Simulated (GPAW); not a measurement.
# Collinear magnetic orders of Fe3 MgO2 Fe3 001 with GPAW

Wanted: the moments of Fe3 MgO2 Fe3 001 and the energy of each order that was tried.

Calculated with GPAW 26.7.0; PBE; plane waves with GPAW's PAW setups, scalar-relativistic.

## Step 1: The structure

The cell holds 10 atoms: 6 Fe, 2 Mg and 2 O. Cell: a = 2.866 Å, b = 2.866 Å, c = 24.152 Å, α = 90.0°, β = 90.0°, γ = 90.0°. metal(001) layers on top of O at 2.15 A, MgO layers 2.106 A apart, unrelaxed, 12 A of vacuum. Vacuum lies along c.

## Step 2: Run 1 (ferro ++++++)

Parallel moments need no larger cell; this start tests for a ferromagnetic state only.

order1.py reads:

```python
import json
import numpy as np
from ase import Atoms
from ase.parallel import paropen, parprint
from gpaw import GPAW

atoms = Atoms(['Fe', 'Fe', 'Fe', 'Mg', 'O', 'Mg', 'O', 'Fe', 'Fe', 'Fe'],
    cell=[[2.866, 0.0, 0.0],
         [0.0, 2.866, 0.0],
         [0.0, 0.0, 24.152318]],
    scaled_positions=[[0.0, 0.0, 0.248423],
         [0.5, 0.5, 0.307903],
         [0.0, 0.0, 0.367383],
         [0.5, 0.5, 0.456402],
         [0.0, 0.0, 0.456402],
         [0.0, 0.0, 0.543598],
         [0.5, 0.5, 0.543598],
         [0.5, 0.5, 0.632617],
         [0.0, 0.0, 0.692097],
         [0.5, 0.5, 0.751577]],
    pbc=True,
    magmoms=[2.6, 2.6, 2.6, 0.0, 0.0, 0.0, 0.0, 2.6, 2.6, 2.6])
atoms.calc = GPAW(mode={'name': 'pw', 'ecut': 600},
    xc='PBE',
    kpts={'size': (16, 16, 1), 'gamma': True},
    occupations={'name': 'fermi-dirac', 'width': 0.05},
    convergence={'density': 1e-05, 'energy': 1e-05},
    maxiter=200,
    mixer={'name': 'pulay', 'beta': 0.03, 'nmaxold': 8, 'weight': 100},
    symmetry={'tolerance': 1e-4},
    txt='order1.txt')
e = atoms.get_potential_energy(force_consistent=True)
res = {'free_energy': e, 'energy_sigma0': atoms.get_potential_energy(), 'fermi_energy': atoms.calc.get_fermi_level()}
res['moments'] = atoms.get_magnetic_moments().tolist()
res['total'] = atoms.get_magnetic_moment()
parprint('site moments (muB):', np.round(res['moments'], 3))
parprint(f"total moment: {res['total']:.3f} muB")
parprint(f'free energy: {e:.6f} eV')
atoms.calc.write('order1.gpw')
with paropen('results.json', 'w') as f:
    json.dump(res, f)
```

The run is started by

```sh
OMP_NUM_THREADS=1 mpirun -n 4 gpaw python order1.py > order1.log
```

Log:

```text
site moments (muB): [ 2.947  2.43   2.804 -0.005  0.027 -0.005  0.027  2.804  2.43   2.947]
total moment: 16.813 muB
free energy: -73.385417 eV

--- order1.txt ---
Input parameters:
  mode=PW(ecut=600),
  convergence={'density': 1e-05, 'energy': 1e-05},
  kpts=MonkhorstPack(size=(16, 16, 1), gamma=True),
  maxiter=200,
  mixer=Pulay(name='pulay', nmaxold=8, beta=0.03, weight=100, sigma=0.015, g_ss=None),
  occupations=Occupations(name='fermi-dirac', width=0.05),
  symmetry=Symmetry(tolerance=0.0001),
  xc=XC(name='PBE')

Diagonalizing LCAO Hamiltonian
Converting LCAO to pw mode
   .------.
  /|      |
 * |      |
 | |      |
 | |      |
 | |      |
 | |      |
 | |      |
 | |  Fe  |
 | |      |
 | |      |
 Fe|      |
 | |  Fe  |
 | |      |
 | |      |
 | |  O   |
 Mg|      |
 | |  Mg  |
 O |      |
 | |      |
 | |      |
 Fe|      |
 | |  Fe  |
 | |      |
 | |      |
 Fe|      |
 | |      |
 | |      |
 | |      |
 | |      |
 | .------.
 |/      /
 *------*

Atoms  # Å, Bohr magnetons
|   | symbol |        x |        y |         z |    initial magnetic moments |
|---|--------|----------|----------|-----------|-----------------------------|
| 0 |     Fe | 0.000000 | 0.000000 |  5.999991 | ( 0.0000,  0.0000,  2.6000) |
| 1 |     Fe | 1.433000 | 1.433000 |  7.436571 | ( 0.0000,  0.0000,  2.6000) |
| 2 |     Fe | 0.000000 | 0.000000 |  8.873151 | ( 0.0000,  0.0000,  2.6000) |
| 3 |     Mg | 1.433000 | 1.433000 | 11.023166 | ( 0.0000,  0.0000,  0.0000) |
| 4 |      O | 0.000000 | 0.000000 | 11.023166 | ( 0.0000,  0.0000,  0.0000) |
| 5 |     Mg | 0.000000 | 0.000000 | 13.129152 | ( 0.0000,  0.0000,  0.0000) |
| 6 |      O | 1.433000 | 1.433000 | 13.129152 | ( 0.0000,  0.0000,  0.0000) |
| 7 |     Fe | 1.433000 | 1.433000 | 15.279167 | ( 0.0000,  0.0000,  2.6000) |
| 8 |     Fe | 0.000000 | 0.000000 | 16.715747 | ( 0.0000,  0.0000,  2.6000) |
| 9 |     Fe | 1.433000 | 1.433000 | 18.152327 | ( 0.0000,  0.0000,  2.6000) |

Unit cell  # Å
| periodic |        x |        y |         z |   lengths |    angles |
|----------|----------|----------|-----------|-----------|-----------|
|      yes | 2.866000 | 0.000000 |  0.000000 |  2.866000 | 90.000000 |
|      yes | 0.000000 | 2.866000 |  0.000000 |  2.866000 | 90.000000 |
|      yes | 0.000000 | 0.000000 | 24.152318 | 24.152318 | 90.000000 |

Number of symmetries: 8

BZ-sampling:
  Number of BZ points: 256
  Number of IBZ points: 45

  Monkhorst-Pack size: [16, 16, 1]
  Monkhorst-Pack shift: [0.03125, 0.03125, 0.0]

K-points  # in reciprocal-cell coordinates
|     |                                coordinates |     weight |
|-----|--------------------------------------------|------------|
|   0 | (  0.00000000,   0.00000000,   0.00000000) | 0.00390625 |
|   1 | (  0.06250000,   0.00000000,   0.00000000) | 0.01562500 |
|   2 | (  0.06250000,   0.06250000,   0.00000000) | 0.01562500 |
|   3 | (  0.12500000,   0.00000000,   0.00000000) | 0.01562500 |
|   4 | (  0.12500000,   0.06250000,   0.00000000) | 0.03125000 |
|   5 | (  0.12500000,   0.12500000,   0.00000000) | 0.01562500 |
|   6 | (  0.18750000,   0.00000000,   0.00000000) | 0.01562500 |
|   7 | (  0.18750000,   0.06250000,   0.00000000) | 0.03125000 |
|   8 | (  0.18750000,   0.12500000,   0.00000000) | 0.03125000 |
|   9 | (  0.18750000,   0.18750000,   0.00000000) | 0.01562500 |
| ... |                                            |            |
|  44 | (  0.50000000,   0.50000000,   0.00000000) | 0.00390625 |

Plane wave coefficients: 6676
Cutoff: 600.0 eV

Spin-components: 2 (collinear spins)
Bands:           62
Projectors:      56
Spin-degeneracy: 1
Datatype:        complex128

Parallelization:
  kpt:    4
  domain: 1
  band:   1

Density:
  Valence electrons: 80.0
  Components: 2
  Grid points: [ 18  18 140]
  Charge: 0.0  # |e|

Potential:
  Grid points: [ 18  18 140]

species:
  Fe:
    name:    Iron
    Z:       26.0
    valence: 8
    core:    18
    charge:  0.0  # [|e|]
    compensation charges:
      type: gauss
      rc: 0.33  # [Å]
      lmax: 2
    cutoffs:
      filter: 2.06  # [Å]
      core: 2.67  # [Å]
    projectors
    | kind |    occ | energy [eV] | rcut [Å] |
    |------|--------|-------------|----------|
    |   4s |  2.000 |      -5.291 |    1.164 |
    |   4p |  0.000 |      -1.326 |    1.058 |
    |   3d |  6.000 |      -7.505 |    1.058 |
    |    s |        |      21.920 |    1.164 |
    |    p |        |      25.885 |    1.058 |
    |    d |        |      19.706 |    1.058 |

    Using partial waves for Fe as LCAO basis

  Mg:
    name:    Magnesium
    Z:       12.0
    valence: 10
    core:    2
    charge:  0.0  # [|e|]
    compensation charges:
      type: gauss
      rc: 0.33  # [Å]
      lmax: 2
    cutoffs:
      filter: 1.86  # [Å]
      core: 0.54  # [Å]
    projectors
    | kind |    occ | energy [eV] | rcut [Å] |
    |------|--------|-------------|----------|
    |   2s |  2.000 |     -79.840 |    1.090 |
    |   3s |  2.000 |      -4.705 |    1.090 |
    |   2p |  6.000 |     -46.613 |    1.085 |
    |   3p |  0.000 |      -1.330 |    1.085 |
    |    d |        |       0.000 |    1.037 |

    Using partial waves for Mg as LCAO basis

  O:
    name:    Oxygen
    Z:       8.0
    valence: 6
    core:    2
    charge:  0.0  # [|e|]
    compensation charges:
      type: gauss
      rc: 0.21  # [Å]
      lmax: 2
    cutoffs:
      filter: 1.17  # [Å]
      core: 0.83  # [Å]
    projectors
    | kind |    occ | energy [eV] | rcut [Å] |
    |------|--------|-------------|----------|
    |   2s |  2.000 |     -23.961 |    0.688 |
    |   2p |  4.000 |      -9.029 |    0.598 |
    |    s |        |       3.251 |    0.688 |
    |    p |        |      18.182 |    0.598 |
    |    d |        |       0.000 |    0.619 |

    Using partial waves for O as LCAO basis

Reference energy: -222697.721979  # eV

eigensolver:
  PPCG
  Converge bands: occupied
  niter=2

density mixing:
  Pulay-Mixer
  Linear mixing parameters: 0.03
  Old densities: 8
  Fourier metric: weight=100, sigma=0.015

occupation numbers:
  Fermi-Dirac:
    width: 0.0500  # eV

poisson solver:
  ecut: 4800.0  # eV

xc functional:
  name: PBE with 2 nearest neighbor stencil

convergence criteria:
- Maximum integral of absolute [dens]ity change: 1e-05 electrons / valence electron
- Maximum [total energy] change in last 3 cyles: 1e-05 eV / valence electron
- Maximum integral of absolute [eigenst]ate change: 4e-08 eV^2 / valence electron
maximum number of iterations: 200

SCF iterations
|iter     |      energy | eigst |  dens |  magmom |
|---------|-------------|-------|-------|---------|
|iter:   1|       0s |  -77.479075 | +0.43 |       | +15.6278|
|iter:   2|      21s |  -76.372598 | -1.13 | -0.83 | +15.6507|
|iter:   3|      42s |  -75.809503 | -1.82 | -0.89 | +15.6613|
|iter:   4|      63s |  -74.763929 | -1.72 | -0.95 | +15.6925|
|iter:   5|      85s |  -73.073556 | -0.55 | -0.99 | +15.8304|
|iter:   6|     106s |  -72.980579 | -1.88 | -1.15 | +15.8491|
|iter:   7|     127s |  -72.981780 | -2.76 | -1.24 | +15.8508|
|iter:   8|     148s |  -72.960627 | -2.78 | -1.24 | +15.8697|
|iter:   9|     169s |  -73.080976 | -1.72 | -1.27 | +16.0577|
|iter:  10|     191s |  -73.144894 | -2.50 | -1.42 | +16.1495|
[... 35 iterations left out ...]
|iter:  46|     892s |  -73.349097c| -8.23c| -4.43 | +16.8125|
|iter:  47|     902s |  -73.349098c| -8.05c| -4.49 | +16.8128|
|iter:  48|     911s |  -73.349098c| -8.13c| -4.53 | +16.8130|
|iter:  49|     921s |  -73.349098c| -8.29c| -4.61 | +16.8129|
|iter:  50|     931s |  -73.349098c| -8.55c| -4.63 | +16.8129|
|iter:  51|     940s |  -73.349098c| -8.56c| -4.68 | +16.8128|
|iter:  52|     950s |  -73.349098c| -8.22c| -4.71 | +16.8129|
|iter:  53|     959s |  -73.349098c| -8.46c| -4.91 | +16.8129|
|iter:  54|     969s |  -73.349098c| -8.65c| -4.97 | +16.8129|
|iter:  55|     979s |  -73.349098c| -8.76c| -5.10c| +16.8130|

Converged in 55 steps
Energy contributions relative to reference atoms: (reference = -222697.721979)

Energy contributions:
  Kinetic:          89.665103
  Coulomb:         -73.660230
  Zero:              0.403869
  External:          0.000000
  Xc:              -89.721520
  Entropy:          -0.072639
  Spinorbit:         0.000000
  ----------------------------
  Free energy:     -73.385417
  Extrapolated:    -73.349098

dipole moment: (-33.066267, -33.066267, -0.000708)  # |e|*Ang

Total magnetic moment: (0.000000, 0.000000, 16.812977)

Local magnetic moments
|        x |        y |         z |
|----------|----------|-----------|
| 0.000000 | 0.000000 |  2.946651 |  # Fe   0
| 0.000000 | 0.000000 |  2.430010 |  # Fe   1
| 0.000000 | 0.000000 |  2.803814 |  # Fe   2
| 0.000000 | 0.000000 | -0.004967 |  # Mg   3
| 0.000000 | 0.000000 |  0.026971 |  # O    4
| 0.000000 | 0.000000 | -0.004967 |  # Mg   5
| 0.000000 | 0.000000 |  0.026971 |  # O    6
| 0.000000 | 0.000000 |  2.803814 |  # Fe   7
| 0.000000 | 0.000000 |  2.430011 |  # Fe   8
| 0.000000 | 0.000000 |  2.946651 |  # Fe   9

Fermi level: 3.511
Eigenvalues  # (at kpt = [0.000, 0.000, 0.000])
| band index |      eig [eV] | occ [0-1] |      eig [eV] | occ [0-1] |
|------------|---------------|-----------|---------------|-----------|
|          0 |       -72.306 |     1.000 |       -72.309 |     1.000 |
|        ... |               |           |               |           |
|         32 |         1.232 |     1.000 |         3.797 |     0.003 |
|         33 |         1.232 |     1.000 |         3.804 |     0.003 |
|         34 |         1.270 |     1.000 |         3.944 |     0.000 |
|         35 |         1.270 |     1.000 |         3.944 |     0.000 |
|         36 |         1.478 |     1.000 |         3.956 |     0.000 |
|         37 |         1.488 |     1.000 |         3.956 |     0.000 |
|         38 |         1.616 |     1.000 |         4.423 |     0.000 |
|         39 |         1.617 |     1.000 |         4.424 |     0.000 |
|         40 |         1.741 |     1.000 |         4.652 |     0.000 |
|         41 |         1.741 |     1.000 |         4.652 |     0.000 |
|         42 |         2.487 |     1.000 |         4.715 |     0.000 |
|         43 |         2.579 |     1.000 |         5.190 |     0.000 |
|         44 |         2.579 |     1.000 |         5.190 |     0.000 |
|         45 |         2.589 |     1.000 |         5.199 |     0.000 |
|         46 |         2.589 |     1.000 |         5.199 |     0.000 |
|         47 |         2.750 |     1.000 |         5.547 |     0.000 |
|        ... |               |           |               |           |
|         61 |        14.037 |     0.000 |        14.535 |     0.000 |

No gap
No difference between direct/indirect transitions
```

The job ended after 17 min (4 MPI ranks of Arm Neoverse V1, shared host; peak memory 1.8 GiB).

Spin moment in the augmentation sphere by atom:

```tsv
atom	spin moment in the augmentation sphere (μB)
Fe1	2.95
Fe2	2.43
Fe3	2.80
Mg4	0.00
O5	0.03
Mg6	0.00
O7	0.03
Fe8	2.80
Fe9	2.43
Fe10	2.95
```

Numbers from this step:

- magnetization: 16.81 μB
- final state: ferromagnetic

After 55 cycles the largest moment stands at 2.95 μB.

(Continued in part 2 of 2.)

[Logs and program files are shortened in this print: banners, set-up blocks, solver, clock and traceback lines can be left out without a mark of their own.]

[Logs are printed without paths, hosts, clocks, repeated set-up lines and the standing remarks that a program may print on its own settings, such as how far it seeks lower states.]

[Hosts, paths, dates, database ids (printed as entryN), source tags and the programs' standing remarks are cut or masked in the printed files.]

[Where a cell is said to come from a database of computed structures, the database is the Materials Project.]
